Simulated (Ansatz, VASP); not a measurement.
**BN: VASP beside Ansatz**

```
N B
1.0
     2.51942    0.00000    0.00000
    -1.25971    2.18188    0.00000
     0.00000    0.00000    4.16973
N B
2 2
Direct
  0.33333 0.66667 0.12528
  0.66667 0.33333 0.62528
  0.33333 0.66667 0.49972
  0.66667 0.33333 0.99972
```

Change from the starting cell: volume scaled by 0.96.

Alike in both runs: task single point; functional PBEsol; k mesh 12 × 12 × 6; occupations fermi-dirac, width 0.05 eV; no spin polarisation.

|  | VASP | Ansatz |
| --- | --- | --- |
| version | VASP 6.6.1 | Ansatz 0.2.0 |
| potentials or method | VASP PAW PBE potentials, release 64 (N, B) | Ansatz PAW |
| plane-wave cutoff (eV) | 520 | 420 |
| valence electrons in the cell | 16 | 16 |

VASP gave:

```
gap on the k mesh at the Fermi level (eV)       : 4.90
least direct gap on the mesh (eV)               : 8.34
pressure (GPa)                                  : 10.8
largest component of the traceless stress (GPa) : 0.30
rms of the force components (eV/Å)              : 0.013
```

Q: Estimate Ansatz's values.

A: gap on the k mesh at the Fermi level (eV): 4.92; least direct gap on the mesh (eV): 8.35; pressure (GPa): 10.1; largest component of the traceless stress (GPa): 0.25; rms of the force components (eV/Å): 0.011.

Atom by atom the forces differ by 0.002 eV/Å (rms over components).

Caveats: the PAW data sets were made with another functional, which shifts forces and pressure a little (VASP); the pressure holds a Pulay correction of +1.1 GPa for the finite cutoff (Ansatz); the PAW data sets come from PBE, with cores solved anew for the run's functional, which leaves a small shift of forces and pressure (Ansatz). A k mesh can miss the band edges.
